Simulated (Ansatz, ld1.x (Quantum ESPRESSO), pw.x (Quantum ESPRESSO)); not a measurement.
**Equation-of-state test of one TM potential (Bi (Z = 83))**

| Property | Result |
| --- | --- |
| Element | bismuth |
| Generator | ld1.x (Quantum ESPRESSO) 7.5 |
| Type | norm-conserving Troullier–Martins (Kleinman–Bylander form) |
| Functional | PBE |
| Relativity | scalar-relativistic |
| Frozen core | [Xe] 4f14 5d10 |
| Valence charge | 5 |
| Reference configuration | 6s2 6p3 |
| Partial waves | 6s (bound): rc 1.75 bohr; 6p (bound): rc 1.75 bohr; 6d channel at 0.25 Ry: rc 1.70 bohr |
| Local potential | all-electron potential smoothed inside 1.65 bohr (lloc = -1) |
| Core correction | none |

Atomic tests: cutoffs needed: 45 Ry and 100 Ry (the cutoffs (Ry, on a coarse ladder) from which the occupation-weighted sum of valence levels, in a spherical-Bessel basis at the reference potential, stays within 10 and 1 mRy of its value at 400 Ry); ghost test: ghost states, extra bound levels that the all-electron valence spectrum of the same l lacks: s at -82.4 eV, d at -14.3 eV, p at -5.8 eV; a true bound ghost makes a file unfit for plane-wave use (spherical-Bessel basis up to 400 Ry, 20 bohr box); largest excitation error: +163 meV (all-electron minus pseudo) for 6s1 6p0, out of 7 test configurations.

Crystal test: fcc Bi in pw.x 7.5, no spin, 11³ k-points, Fermi–Dirac smearing 0.01 Ry, cutoffs 120/480 Ry. The lattice is a test structure that the element need not adopt, and mesh and smearing are coarse.

pw.x input:

```
&control
  calculation='scf', prefix='x', pseudo_dir='./', outdir='./tmp', tstress=.true., disk_io='low'
/
&system
  ibrav=0, nat=1, ntyp=1, ecutwfc=120, ecutrho=480, nbnd=9,
  occupations='smearing', smearing='fd', degauss=0.01
/
&electrons
  conv_thr=1e-09, mixing_beta=0.4, electron_maxstep=70
/
ATOMIC_SPECIES
Bi 1.0 Bi.UPF
CELL_PARAMETERS angstrom
  0.00000000 2.51587235 2.51587235
  2.51587235 0.00000000 2.51587235
  2.51587235 2.51587235 0.00000000
ATOMIC_POSITIONS crystal
Bi 0.0000 0.0000 0.0000
K_POINTS automatic
11 11 11 0 0 0
```

```bash
pw.x < Bi.scf.in > Bi.scf.out
```

Question: How does the run end?

Answer: It converges; the pressure is -16.44 GPa against 0.07 GPa from all-electron LAPW. This is a poor potential for the solid. The pseudo pressure rises with volume over the whole range, a mechanical instability. Note: ghost states, extra bound levels that the all-electron valence spectrum of the same l lacks: s at -82.4 eV, d at -14.3 eV, p at -5.8 eV. A true bound ghost makes a file unfit for plane-wave use. The logarithmic derivative shows an extra or strongly shifted pseudo pole above the reference energy (d near 1.42 Ry). The log shows:

```
     estimated scf accuracy    <       7.10343391 Ry
     iteration #  2     ecut=   120.00 Ry     beta= 0.40
     total energy              =     -19.77865739 Ry
     estimated scf accuracy    <       1.66122187 Ry
     iteration #  3     ecut=   120.00 Ry     beta= 0.40
     total energy              =     -19.91003608 Ry
     estimated scf accuracy    <       0.07790802 Ry
     iteration #  4     ecut=   120.00 Ry     beta= 0.40
     total energy              =     -19.91806439 Ry
     estimated scf accuracy    <       0.00696075 Ry
     iteration #  5     ecut=   120.00 Ry     beta= 0.40
     total energy              =     -19.92000434 Ry
     estimated scf accuracy    <       0.00005856 Ry
     iteration #  6     ecut=   120.00 Ry     beta= 0.40
     c_bands:  1 eigenvalues not converged
     c_bands:  1 eigenvalues not converged
     c_bands:  2 eigenvalues not converged
     c_bands:  1 eigenvalues not converged
     [... 1 repeated lines left out ...]
     total energy              =     -19.92003131 Ry
     estimated scf accuracy    <       0.00002745 Ry
     iteration #  7     ecut=   120.00 Ry     beta= 0.40
     total energy              =     -19.92003261 Ry
     estimated scf accuracy    <       0.00000127 Ry
     iteration #  8     ecut=   120.00 Ry     beta= 0.40
     total energy              =     -19.92003278 Ry
     estimated scf accuracy    <       0.00000002 Ry
     iteration #  9     ecut=   120.00 Ry     beta= 0.40
     the Fermi energy is     2.9347 ev
!    total energy              =     -19.92003280 Ry
     estimated scf accuracy    <          6.4E-10 Ry
     smearing contrib. (-TS)   =      -0.00395996 Ry
     The total energy is F=E-TS. E is the sum of the following terms:
     one-electron contribution =      -8.22915084 Ry
     hartree contribution      =       5.30916268 Ry
     xc contribution           =      -4.94159528 Ry
     ewald contribution        =     -12.05448939 Ry
     convergence has been achieved in   9 iterations
          total   stress  (Ry/bohr**3)                   (kbar)     P=     -164.43
```
